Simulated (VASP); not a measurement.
The system is Al2O3.

```
Al O
1.0
     3.01748    0.00000    0.00000
    -1.50874    2.61322    0.00000
     0.00000    0.00000    7.57464
Al O
2 3
Direct
  0.00000 0.00000 0.72205
  0.00000 0.00000 0.27795
  0.00000 0.00000 0.50000
  0.66667 0.33333 0.80055
  0.33333 0.66667 0.19945
```

Measurements of this composition are mostly on another form, of space group No. 167.

Base run:

- Program: VASP 6.6.1
- Functional: TB-mBJ
- Potentials or basis: VASP PAW PBE potentials, release 64 (Al, O)
- Cutoff: 520 eV
- k mesh: 7 × 7 × 3
- Occupations: fermi-dirac, width 0.05 eV
- Spin: no spin polarisation

Its results: band gap on the k mesh 4.10 eV, direct.

Question: The run is repeated on the same cell with these changes: functional from TB-mBJ to AM05. What comes out?

Answer: Band gap on the k mesh 2.32 eV, direct.
